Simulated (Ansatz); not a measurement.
# One crystal, many levels of theory: Boron (R-3m, 12 atoms a cell), part 2 of 2

Wanted: a ladder of band gaps for Boron (R-3m, 12 atoms a cell), from density functionals to G0W0.

Ansatz 0.2.0; density functionals, hybrids and G0W0, plane waves, PAW. Known limits of the many-body steps: finite bands, screening cutoff and k mesh; no spin-orbit coupling in G0W0.

So far. Step 5 (HSE06 on the 4×4×4 mesh): Over mesh and listed points the gap is 2.011 eV, from k = (0.500, 0.500, 0.500) to k = Γ. The least direct gap found is 2.403 eV, at k = (0.100, 0.100, 0.100). HSE06 against LDA: 2.011 − 1.442 = +0.569 eV. The runs also differ in mesh (6×6×6 and 4×4×4), so how much of this comes from the functional alone is not known. The program's warnings for this run: stress exchange threshold loose; stress scf threshold loose.

In doubt: masses and optical values from hybrid runs of this build are listed as unsure (steps 9, 10), which bears on the screening that GW takes from such a start.

**7. DDH-PBE0 on the 4×4×4 mesh**

The input asks for a share of exact exchange of one over the crystal's ε∞, which the program works out first.

This step: DFT, dielectric-dependent PBE0 (fraction 1/eps_inf of PBE), plane waves, PAW.

File input.yaml:

```yaml
crystal:
  lattice:
    - [2.45895, 1.4196754444, 4.1935]
    - [-2.45895, 1.4196754444, 4.1935]
    - [0.0, -2.8393508888, 4.1935]
  atoms:
    - { symbol: B, position: [0.01019, 0.65361, 0.01019] }
    - { symbol: B, position: [0.01019, 0.01019, 0.65361] }
    - { symbol: B, position: [0.65361, 0.01019, 0.01019] }
    - { symbol: B, position: [0.98981, 0.34639, 0.98981] }
    - { symbol: B, position: [0.34639, 0.98981, 0.98981] }
    - { symbol: B, position: [0.98981, 0.98981, 0.34639] }
    - { symbol: B, position: [0.22118, 0.6306, 0.22118] }
    - { symbol: B, position: [0.22118, 0.22118, 0.6306] }
    - { symbol: B, position: [0.6306, 0.22118, 0.22118] }
    - { symbol: B, position: [0.77882, 0.3694, 0.77882] }
    - { symbol: B, position: [0.3694, 0.77882, 0.77882] }
    - { symbol: B, position: [0.77882, 0.77882, 0.3694] }
  host: atoms
kpoints:
  mp_grid: { grid: [4, 4, 4] }
  band_path:
    path:
      - [0.0, 0.0, 0.0]
      - [0.5, 0.5, 0.5]
      - [0.7569262561, 0.2430737439, 0.5]
      - [0.5, -0.2430737439, 0.2430737439]
      - [0.5, 0.0, 0.0]
      - [0.371536872, -0.371536872, 0.0]
      - [0.628463128, 0.0, 0.371536872]
      - [0.5, 0.0, 0.5]
      - [0.1, 0.1, 0.1]
    npoints: 1
hamiltonian:
  xc:
    exchange: pbe
    correlation: pbe
    exx: { coeff: inverse_dielectric }
scf:
  occupations: { method: fixed }
  n_extra_bands: 8
output:
  forces: true
  stress: true
  eigenvalues: true
```

Started as:

```sh
$ ansatz run input.yaml --threads 3 --pin off --max-ram 64512MiB --backend cuda --events-out ev --progress --plain --runs-dir out --devices 1 --max-vram 24GiB  # rebuilt from the run's record
```

Numbers of over 12 decimals in the logs are rounded to 6 here.

Output:

```text
[...]
the fraction of exact exchange is that of a crystal of B12
GPUs: using 1 of 1 available (devices: 1).
[...]
a weight of exact exchange comes from the crystal, and the text's number only plans the run
Solving k-mesh 4×4×4 for the fraction of exact exchange
[...]
--- Band table (eV; the first three rows and the last of 13) ---
  k-point 0: bands = [... 14 lower, 7.2383, 7.6746, 7.6746, 8.3203, 10.6910, 13.9157, 13.9157, 14.0742, ... 4 higher]
  k-point 1: bands = [... 14 lower, 6.2023, 6.4523, 7.0150, 7.8778, 11.2621, 12.6093, 13.2435, 14.2923, ... 4 higher]
  k-point 2: bands = [... 14 lower, 5.8977, 6.6190, 6.9234, 7.9282, 11.1678, 12.5022, 12.9454, 14.1593, ... 4 higher]
  k-point 12: bands = [... 14 lower, 5.5985, 6.7546, 6.7546, 8.7010, 11.8904, 12.0462, 12.0462, 14.3048, ... 4 higher]
[key lines of the parts left out:]
Free energy (F): -1871.733689 eV
Fermi energy:    8.700984 eV
P = ⅓ Tr σ = -4.0408 GPa (-40.408 kbar)
```

Elapsed: 28 s, on 1 × NVIDIA H100 80GB HBM3 (shared by 3 runs) with 3 threads of AMD EPYC 7R13 (Zen 3), shared host; peak memory 1.6 GiB.

Numbers from this step:

| Item | Value |
| --- | --- |
| gap | 1.971 eV |
| valence top at | T |
| conduction bottom at | F |
| least direct gap | 2.357 eV |
| exact-exchange fraction | 0.1059 |

Over mesh and listed points the gap is 1.971 eV, from k = (0.500, 0.500, 0.500) to k = (0.500, 0.000, 0.500). The least direct gap found is 2.357 eV, at k = (0.100, 0.100, 0.100). DDH-PBE0 against PBE0: 1.971 − 2.676 = −0.705 eV. Mesh, set of files and cutoff are the same, but the conduction bottom lies at another k point, so this need not be the shift of one pair of states. The program's warnings for this run: stress exchange threshold loose; stress scf threshold loose.

**8. G0W0@PBE, 4×4×4 mesh, 366 empty bands, screening to 150 eV**

G0W0 replaces the xc potential by a self-energy built once from the orbitals of the start. Levels are corrected in the window of bands that the input names, at points of the mesh.

This step: G0W0 on PBE, plane waves, PAW.

input.yaml: that of step 7 with these lines changed.

```diff
@@ -18,28 +18,13 @@
     - { symbol: B, position: [0.77882, 0.77882, 0.3694] }
-  host: atoms
 kpoints:
   mp_grid: { grid: [4, 4, 4] }
-  band_path:
-    path:
-      - [0.0, 0.0, 0.0]
-      - [0.5, 0.5, 0.5]
-      - [0.7569262561, 0.2430737439, 0.5]
-      - [0.5, -0.2430737439, 0.2430737439]
-      - [0.5, 0.0, 0.0]
-      - [0.371536872, -0.371536872, 0.0]
-      - [0.628463128, 0.0, 0.371536872]
-      - [0.5, 0.0, 0.5]
-      - [0.1, 0.1, 0.1]
-    npoints: 1
 hamiltonian:
-  xc:
-    exchange: pbe
-    correlation: pbe
-    exx: { coeff: inverse_dielectric }
+  xc: pbe
 scf:
   occupations: { method: fixed }
-  n_extra_bands: 8
-output:
-  forces: true
-  stress: true
-  eigenvalues: true
+gw:
+  n_empty_bands: 366
+  ecut_chi: 150.0
+  qp_bands: [v4, c4]
+  qp_kpoints: band_edges
+  screening: { model: contour_deformation }
```

Output:

```text
GPUs: using 1 of 1 available (devices: 1).
[...]
GPU FFT provider: cuFFT
GPU libraries: cuBLAS 13.8.1, cuFFT 12.4.0, cuSOLVER 12.3.2
Crystal: 12 atoms, lattice volume = 87.835 Å³
Basis set: ecut = 420 eV, 1731 PW (Γ)
Bands: 30, of which v1, the nominal top of the filled ones, is band 18 counted from 1 (17 counted from 0)
Symmetry: 12 space group operations
[...]
k-points: 13 of 64
[...]
0    22     13.6629    -8.2612    -5.0999   -13.7613  0.7729    14.0633    14.0631  root
[...]
12    19     11.5702    -7.9081    -4.3681   -12.5866  0.7928    11.8814    11.8806  root
    12    20     11.7181    -8.5208    -4.3523   -13.1995  0.7911    12.0454    12.0445  root
    12    21     11.7181    -8.5208    -4.3523   -13.1995  0.7911    12.0454    12.0445  root
    12    22     13.8092    -7.3827    -5.9344   -13.7133  0.7513    14.2082    14.2054  root
[key lines of the parts left out:]
SCF converged after 6 iterations
Free energy (F): -1870.952914 eV
Fermi energy:    8.969952 eV
```

Elapsed: 19 s, on 1 × NVIDIA H100 80GB HBM3 (shared by 3 runs) with 3 threads; peak memory 1.6 GiB.

This step gave:

```
bands summed                                    : 384
RPA ε∞ on this mesh (eigenvalues)               : 7.439, 10.32, 10.32
plane waves in the screening matrix             : 345
G0W0 gap over the corrected points              : 1.915 eV
k of the valence top                            : -0.5, -0.5, -0.5
k of the conduction bottom                      : 0, 0, 0
starting gap on the mesh                        : 1.446 eV
Z at the valence top                            : 0.7927
Z at the conduction bottom                      : 0.8049
least direct G0W0 gap over the corrected points : 2.293 eV
```

Over all 13 irreducible mesh points the G0W0 gap is 1.915 eV, from k = (-0.500, -0.500, -0.500) to k = Γ. The PBE gap of this run on the mesh is 1.446 eV. Other states bound it: the two that bound the G0W0 gap lie 1.498 eV apart in PBE, so state for state the correction is 1.915 − 1.498 = +0.417 eV, while gap against gap it is 1.915 − 1.446 = +0.469 eV.

**9. G0W0@HSE06, 4×4×4 mesh, 366 empty bands, screening to 150 eV**

This step: G0W0 on HSE06, plane waves, PAW.

input.yaml: that of step 8 with these lines changed.

```diff
@@ -21,3 +21,3 @@
 hamiltonian:
-  xc: pbe
+  xc: hse06
 scf:
```

Output:

```text
GPUs: using 1 of 1 available (devices: 1).
[...]
GPU FFT provider: cuFFT
GPU libraries: cuBLAS 13.8.1, cuFFT 12.4.0, cuSOLVER 12.3.2
Crystal: 12 atoms, lattice volume = 87.835 Å³
Basis set: ecut = 420 eV, 1731 PW (Γ)
Bands: 30, of which v1, the nominal top of the filled ones, is band 18 counted from 1 (17 counted from 0)
Symmetry: 12 space group operations
[...]
k-points: 13 of 64
[...]
0    21     14.1892    -7.1778    -5.4048   -12.5276  0.7872    14.1341    14.1341  root
     0    22     14.2686    -8.1877    -4.8424   -13.0483  0.7960    14.2868    14.2868  root
[...]
12    19     11.9785    -7.8295    -4.1843   -12.0631  0.8147    12.0278    12.0278  root
    12    20     12.1529    -8.4171    -4.1836   -12.6624  0.8136    12.2147    12.2146  root
    12    21     12.1529    -8.4171    -4.1836   -12.6624  0.8136    12.2147    12.2146  root
    12    22     14.5958    -7.2662    -5.6199   -12.7806  0.7786    14.4905    14.4903  root
[key lines of the parts left out:]
Free energy (F): -1872.244586 eV
Fermi energy:    8.657751 eV
```

Wall time 35 s (1 × NVIDIA H100 80GB HBM3 (shared by 3 runs) with 3 threads); peak memory 1.8 GiB.

This step gave:

```
bands summed                                    : 384
RPA ε∞ on this mesh (eigenvalues)               : 6.248, 8.267, 8.267
plane waves in the screening matrix             : 345
G0W0 gap over the corrected points              : 2.133 eV
k of the valence top                            : -0.5, -0.5, -0.5
k of the conduction bottom                      : 0, 0, 0
starting gap on the mesh                        : 2.011 eV
Z at the valence top                            : 0.8142
Z at the conduction bottom                      : 0.8257
least direct G0W0 gap over the corrected points : 2.517 eV
```

Over all 13 irreducible mesh points the G0W0 gap is 2.133 eV, from k = (-0.500, -0.500, -0.500) to k = Γ. The HSE06 gap of this run on the mesh is 2.011 eV. The two states that bound the G0W0 gap lie that far apart at the start, so the correction of the gap is 2.133 − 2.011 = +0.122 eV. G0W0@HSE06 against G0W0@PBE with 384 bands: 2.133 − 1.915 = +0.218 eV, with the same mesh, files and cutoffs, and both edges at the same k points.

**10. G0W0@PBE0, 4×4×4 mesh, 366 empty bands, screening to 150 eV**

This step: G0W0 on PBE0, plane waves, PAW.

input.yaml: that of step 9 with these lines changed.

```diff
@@ -21,3 +21,3 @@
 hamiltonian:
-  xc: hse06
+  xc: pbe0
 scf:
```

Output:

```text
GPUs: using 1 of 1 available (devices: 1).
[...]
GPU FFT provider: cuFFT
GPU libraries: cuBLAS 13.8.1, cuFFT 12.4.0, cuSOLVER 12.3.2
Crystal: 12 atoms, lattice volume = 87.835 Å³
Basis set: ecut = 420 eV, 1731 PW (Γ)
Bands: 30, of which v1, the nominal top of the filled ones, is band 18 counted from 1 (17 counted from 0)
Symmetry: 12 space group operations
[...]
k-points: 13 of 64
[...]
0    21     14.5666    -7.1675    -5.2831   -12.1419  0.8008    14.2588    14.2579  root
     0    22     14.6348    -8.1837    -4.7352   -12.6795  0.8108    14.3960    14.3955  root
[...]
12    19     12.3280    -7.8247    -4.1030   -11.7094  0.8246    12.1100    12.1096  root
    12    20     12.4965    -8.4097    -4.1057   -12.3164  0.8236    12.2977    12.2975  root
    12    21     12.4965    -8.4097    -4.1057   -12.3164  0.8236    12.2977    12.2975  root
    12    22     14.9858    -7.2567    -5.4901   -12.3834  0.7937    14.6237    14.6223  root
[key lines of the parts left out:]
Free energy (F): -1872.863820 eV
Fermi energy:    8.321778 eV
```

Elapsed: 39 s, on 1 × NVIDIA H100 80GB HBM3 (shared by 3 runs) with 3 threads; peak memory 1.7 GiB; 58 s of CPU time.

This step gave:

| Quantity | Value |
| --- | --- |
| bands summed | 384 |
| RPA ε∞ on this mesh (eigenvalues) | 5.773, 7.465, 7.465 |
| plane waves in the screening matrix | 345 |
| G0W0 gap over the corrected points | 2.249 eV |
| k of the valence top | -0.5, -0.5, -0.5 |
| k of the conduction bottom | 0, 0, 0 |
| starting gap on the mesh | 2.676 eV |
| Z at the valence top | 0.8239 |
| Z at the conduction bottom | 0.8350 |
| least direct G0W0 gap over the corrected points | 2.639 eV |

Over all 13 irreducible mesh points the G0W0 gap is 2.249 eV, from k = (-0.500, -0.500, -0.500) to k = Γ. The PBE0 gap of this run on the mesh is 2.676 eV. The two states that bound the G0W0 gap lie that far apart at the start, so the correction of the gap is 2.249 − 2.676 = −0.427 eV. G0W0@PBE0 against G0W0@HSE06 with 384 bands: 2.249 − 2.133 = +0.116 eV, with the same mesh, files and cutoffs, and both edges at the same k points. The program's warnings for this run: coarse exchange mesh.

**11. Gap and time by level**

Each gap is the least one over the points named; times are wall times on shared hosts, not benchmarks. A G0W0 time includes the run's own self-consistent start. Runs with listed points see these and the mesh alone, so an edge that moves elsewhere is missed. Rows marked * are further runs, not shown as steps, whose inputs differ from the G0W0 step on the same start in the columns given; solver thresholds can differ too. Symmetry makes (0.500, 0.500, 0.500) and (-0.500, -0.500, -0.500) one point.

| level | mesh | files, cutoff | bands summed, screening | points | gap (eV) | valence top | conduction bottom | least direct gap (eV) | time |
| --- | --- | --- | --- | --- | --- | --- | --- | --- | --- |
| LDA | 6×6×6 | soft_2 PAW, 420 eV | - | mesh and listed points | 1.442 | (0.500, 0.500, 0.500) | Γ | 1.779 | 2.4 s |
| PBE | 6×6×6 | soft_2 PAW, 420 eV | - | mesh and path | 1.445 | (0.500, 0.500, 0.500) | (0.500, 0.000, 0.500) | 1.837 | 5.1 s |
| r2SCAN | 6×6×6 | soft_2 PAW, 500 eV | - | mesh and listed points | 1.531 | (0.500, 0.500, 0.500) | (0.500, 0.000, 0.500) | 1.951 | 2.8 s |
| HSE06 | 4×4×4 | soft_2 PAW, 420 eV | - | mesh and listed points | 2.011 | (0.500, 0.500, 0.500) | Γ | 2.403 | 18 s |
| PBE0 | 4×4×4 | soft_2 PAW, 420 eV | - | mesh and listed points | 2.676 | (0.500, 0.500, 0.500) | Γ | 3.079 | 20 s |
| DDH-PBE0 | 4×4×4 | soft_2 PAW, 420 eV | - | mesh and listed points | 1.971 | (0.500, 0.500, 0.500) | (0.500, 0.000, 0.500) | 2.357 | 28 s |
| G0W0@PBE* | 4×4×4 | soft_2 PAW, 420 eV | 147, 75 eV | all 13 irreducible mesh points | 1.782 | (-0.500, -0.500, -0.500) | Γ | 2.172 | 6.9 s |
| G0W0@PBE | 4×4×4 | soft_2 PAW, 420 eV | 384, 150 eV | all 13 irreducible mesh points | 1.915 | (-0.500, -0.500, -0.500) | Γ | 2.293 | 19 s |
| G0W0@HSE06 | 4×4×4 | soft_2 PAW, 420 eV | 384, 150 eV | all 13 irreducible mesh points | 2.133 | (-0.500, -0.500, -0.500) | Γ | 2.517 | 35 s |
| G0W0@PBE0 | 4×4×4 | soft_2 PAW, 420 eV | 384, 150 eV | all 13 irreducible mesh points | 2.249 | (-0.500, -0.500, -0.500) | Γ | 2.639 | 39 s |

**12. Outcome**

| Item | Value |
| --- | --- |
| LDA, over mesh and listed points | 1.442 eV |
| PBE, over mesh and path | 1.445 eV |
| r2SCAN, over mesh and listed points | 1.531 eV |
| HSE06, over mesh and listed points | 2.011 eV |
| PBE0, over mesh and listed points | 2.676 eV |
| DDH-PBE0, over mesh and listed points | 1.971 eV |
| G0W0@PBE (384 bands, 4×4×4), over all 13 irreducible mesh points | 1.915 eV |
| G0W0@HSE06, over all 13 irreducible mesh points | 2.133 eV |
| G0W0@PBE0, over all 13 irreducible mesh points | 2.249 eV |
| known limits | finite bands, screening cutoff and k mesh; no spin-orbit coupling in G0W0 |

What this shows: The rows run from 1.442 eV (LDA) to 2.676 eV (PBE0). They differ in mesh, plane-wave cutoff, bands and screening cutoff of G0W0 and the points over which the gap was sought as well as in level, so only pairs that share these are like for like. PBE0 against HSE06: 2.676 − 2.011 = +0.665 eV, with the same mesh, files and cutoff, and both edges at the same k points. G0W0@HSE06 against G0W0@PBE with 384 bands: 2.133 − 1.915 = +0.218 eV, with the same mesh, files and cutoffs, and both edges at the same k points. G0W0@PBE0 against G0W0@HSE06 with 384 bands: 2.249 − 2.133 = +0.116 eV, with the same mesh, files and cutoffs, and both edges at the same k points. The dielectric-dependent hybrid took 0.106 of exact exchange, against 0.25 in PBE0. G0W0@PBE (384 bands, 4×4×4) moves the gap of its own start on the mesh by 1.915 − 1.446 = +0.469 eV, with other states at the edges (they lie 1.498 eV apart at the start). Both edges that PBE shows over mesh and path lie at k points where levels were corrected. G0W0 has the conduction bottom at another k point than that. Levels at other points were not corrected, so a lower G0W0 gap elsewhere in the zone is not ruled out. G0W0@HSE06 moves the gap of its own start on the mesh by 2.133 − 2.011 = +0.122 eV, between the same two levels. Both edges that HSE06 shows over mesh and listed points lie at k points where levels were corrected. Levels at other points were not corrected, so a lower G0W0 gap elsewhere in the zone is not ruled out. G0W0@PBE0 moves the gap of its own start on the mesh by 2.249 − 2.676 = −0.427 eV, between the same two levels. Both edges that PBE0 shows over mesh and listed points lie at k points where levels were corrected. Levels at other points were not corrected, so a lower G0W0 gap elsewhere in the zone is not ruled out. For G0W0@PBE: from 147 bands and 75 eV to 384 bands and 150 eV the gap moves by 1.915 − 1.782 = +0.133 eV; bands and screening cutoff rise together, so their parts are not told apart. Two runs can't test a law of convergence, so the limit is not known. The other G0W0 rows are shown at one basis each (384 bands), so their distance from the limit is not known here. For G0W0@PBE0: the program's warnings for this run: coarse exchange mesh. The G0W0 runs are scalar-relativistic. No pair of G0W0 runs that differ in the mesh alone is shown (4×4×4 is a supercell whose nearest images lie 20 Å apart), so the error from the mesh is not known here. G0W0 is shown with one set of atomic data (soft_2 PAW), so the error from the files is not known here.

[Paths, hosts, dates, memory and timing lines, banners, echoed tables and standing remarks are left out of the program output.]

[Logs are printed without paths, hosts, clocks, repeated set-up lines and the standing remarks that a program may print on its own settings, such as how far it seeks lower states.]

[Runs of the session that timed out or met a known fault of the program may be left out.]

[Cells called generated may have been cut or substituted from an entry of the Crystallography Open Database or the Materials Project.]

[Hosts, paths, dates, database ids (printed as entryN), source tags and the programs' standing remarks are cut or masked in the printed files.]

[Where an RPA ε∞ is given, it is that of the G0W0 mesh and is not shown converged in it. Names of k-points follow the symmetry that the program found, which can be lower than the space group named. Band edges on a path are those of the sampled points; other points can move an edge, and change direct to indirect where valleys lie close.]

[Hybrid gaps are those of their k-mesh and are not shown converged in it.]
